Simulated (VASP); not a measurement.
Here is a VASP 6.6.1 calculation.

Contents of INCAR:

```
PREC     = Accurate       # precision mode
ENCUT    = 520            # plane-wave cutoff, eV
EDIFF    = 1E-6           # SCF threshold, eV
ISMEAR   = -1             # smearing method
SIGMA    = 0.05           # smearing width, eV
LREAL    = False          # projectors in reciprocal space
LASPH    = True           # aspherical terms in the spheres
NELM     = 100            # most SCF steps
ALGO     = Normal         # electronic algorithm
ISIF     = 2              # what is computed and relaxed
LWAVE    = False          # write WAVECAR
LCHARG   = True           # write CHGCAR
GGA      = PE             # functional
LELF     = True           # ELF
LVHAR    = True         
NBANDS   = 12             # bands
```

Contents of KPOINTS:

```
regular mesh
0
Gamma
  13 13 7
```

File POSCAR:

```
Sb
1.0
    3.5243328610      0.0000000000      0.0000000000
   -1.7621664305      3.0521617890      0.0000000000
    0.0000000000      0.0000000000      5.4079684495
Sb
2
Direct
    0.3333333333      0.6666666667      0.2500000000
    0.6666666667      0.3333333333      0.7500000000
```

Potentials or basis: VASP PAW PBE potentials, release 64 (Sb).

The run is started by

```console
$ cat potpaw_PBE.64/Sb/POTCAR > POTCAR
$ mpirun -np 1 vasp_std > vasp.out
```

Question: Estimate the pressure.

Answer: -3.2 GPa.

Question: What does it give for the band gap on the k mesh?

Answer: None (metal or under the smearing width).

The run has no spin-orbit coupling, so splittings on Sb are missing.
